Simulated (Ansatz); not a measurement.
Before relaxation, (110) slab as cut from the bulk (TiAl3, I4/mmm (No. 139), (1 1 0) face):

```
CELL_PARAMETERS angstrom
5.06422 0.00000 0.00000
2.17671 4.57255 0.00000
0.00000 0.00000 25.81591
ATOMIC_POSITIONS crystal
Ti 0.50000 0.50000 0.29052
Al 0.00000 0.00000 0.29052
Al 0.00000 0.50000 0.34289
Al 0.50000 0.00000 0.34289
Ti 0.00000 0.00000 0.39526
Al 0.50000 0.50000 0.39526
Al 0.50000 0.00000 0.44763
Al 0.00000 0.50000 0.44763
Ti 0.50000 0.50000 0.50000
Al 0.00000 0.00000 0.50000
Al 0.00000 0.50000 0.55237
Al 0.50000 0.00000 0.55237
Ti 0.00000 0.00000 0.60474
Al 0.50000 0.50000 0.60474
Al 0.50000 0.00000 0.65711
Al 0.00000 0.50000 0.65711
Ti 0.50000 0.50000 0.70948
Al 0.00000 0.00000 0.70948
```

These are results of DFT r2SCAN, scalar-relativistic, plane waves, PAW (Ansatz 0.2.0), not measurements. Plane waves to 500 eV, a k mesh through Γ of 8×8×1 on the computed 18-atom cell and Gaussian smearing (0.10 eV); no spin polarisation. The cell repeats along c with a dipole correction in the vacuum.

All atoms are free. The cell is fixed. Force threshold 0.02 eV/Å.

(1) Where does it end?

## Answers

(1) The energy falls by 0.155 eV in 5 steps, to:

```xyz
18
Lattice="5.0642 0.0000 0.0000 2.1767 4.5726 0.0000 0.0000 0.0000 25.8159" Properties=species:S:1:pos:R:3 pbc="T T T"
Ti    3.6205    2.2863    7.5717
Al    0.0000    0.0000    7.4614
Al    1.0884    2.2863    8.7803
Al    2.5321    0.0000    8.7803
Ti    0.0000    0.0000   10.2544
Al    3.6205    2.2863   10.2141
Al    2.5321    0.0000   11.5385
Al    1.0884    2.2863   11.5385
Ti    3.6205    2.2863   12.9080
Al    0.0000    0.0000   12.9080
Al    1.0884    2.2863   14.2774
Al    2.5321    0.0000   14.2774
Ti    0.0000    0.0000   15.5615
Al    3.6205    2.2863   15.6018
Al    2.5321    0.0000   17.0356
Al    1.0884    2.2863   17.0356
Ti    3.6205    2.2863   18.2442
Al    0.0000    0.0000   18.3545
```

Cost: 1 run of about 31 core-minutes, on Intel Xeon Processor @ 2.50GHz (Skylake/Cascade Lake) (shared hosts).